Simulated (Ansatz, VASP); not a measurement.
## HfN: VASP beside Ansatz

File INCAR:

```
PREC     = Accurate       # precision mode
ENCUT    = 520            # plane-wave cutoff, eV
EDIFF    = 1E-7           # SCF threshold, eV
ISMEAR   = -1             # smearing method
SIGMA    = 0.05           # smearing width, eV
LREAL    = F              # projectors in reciprocal space
LASPH    = T              # aspherical terms in the spheres
NELM     = 60             # most SCF steps
ALGO     = Normal         # electronic algorithm
ISIF     = 2              # what is computed and relaxed
LWAVE    = F              # write WAVECAR
LCHARG   = F              # write CHGCAR
NBANDS   = 14             # bands
```

KPOINTS

```
Automatic mesh
0
Gamma
  9 9 9
```

The input POSCAR:

```
HfN
1.0
    0.0000000000      2.4548220000      2.4548220000
    2.4548220000      0.0000000000      2.4548220000
    2.4548220000      2.4548220000      0.0000000000
Hf N
1 1
Direct
    0.0000000000      0.0000000000      0.0000000000
    0.2500000000      0.2500000000      0.2500000000
```

File input.yaml:

```yaml
crystal:
  lattice:
    - [0.0, 2.454822, 2.454822]
    - [2.454822, 0.0, 2.454822]
    - [2.454822, 2.454822, 0.0]
  atoms:
    - { symbol: Hf, position: [0.0, 0.0, 0.0] }
    - { symbol: "N", position: [0.25, 0.25, 0.25] }
kpoints:
  mp_grid: { grid: [9, 9, 9] }
scf:
  occupations: { method: fermi_dirac, width: 0.05 }
hamiltonian:
  xc: lda
  pseudopotentials: { kind: all_electron, lapw: { basis_error: 0.001 } }
output:
  forces: true
  stress: true
  eigenvalues: true
```

Alike in both runs: task single point; functional LDA; k mesh 9 × 9 × 9; occupations fermi-dirac, width 0.05 eV; no spin polarisation.

|  | VASP | Ansatz |
| --- | --- | --- |
| version | VASP 6.6.1 | Ansatz 0.2.0 |
| potentials or method | VASP PAW LDA potentials, release 64 (Hf_pv, N) | all-electron LAPW, scalar-relativistic |
| plane-wave cutoff (eV) | 520 | see its input |

VASP gave:

| Quantity | Value |
| --- | --- |
| gap on the k mesh at the Fermi level (eV) | none |
| pressure (GPa) | -10.0 |

Q: Which values does Ansatz return?

A: gap on the k mesh at the Fermi level (eV): none; pressure (GPa): -9.6.

A gap of «none» marks a metal or a gap that the smearing closes. Ansatz ran all-electron here, so the differences hold the error of VASP's frozen core and of both bases.

The runs have no spin-orbit coupling, so splittings on Hf are missing.
